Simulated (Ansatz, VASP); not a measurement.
## Cu in VASP and in Ansatz

```
CELL_PARAMETERS angstrom
-1.44115 1.44115 1.44115
1.44115 -1.44115 1.44115
1.44115 1.44115 -1.44115
ATOMIC_POSITIONS crystal
Cu 0.00000 0.00000 0.00000
```

The cell was built by a generator and needn't be a form met in nature.

Alike in both runs: task single point; functional r2SCAN; k mesh 20 × 20 × 20; occupations gaussian, width 0.05 eV; no spin polarisation.

|  | VASP | Ansatz |
| --- | --- | --- |
| version | VASP 6.6.1 | Ansatz 0.2.0 |
| potentials or method | VASP PAW PBE potentials, release 64 (Cu) | scalar-relativistic, plane waves, PAW |
| plane-wave cutoff (eV) | 520 | 600 |
| valence electrons in the cell | 11 | 19 |

```tsv
	VASP	Ansatz	Ansatz less VASP
gap on the k mesh at the Fermi level (eV)	none	none	-
pressure (GPa)	-5.6	-6.2	-0.57
```

A gap of «none» marks a metal or a gap that the smearing closes. With one functional, cell and mesh, what is left measures potentials, basis and numerics. The two sets of potentials don't hold the same shells in valence.

Caveats: the PAW data sets were made with another functional, which shifts forces and pressure a little (VASP).
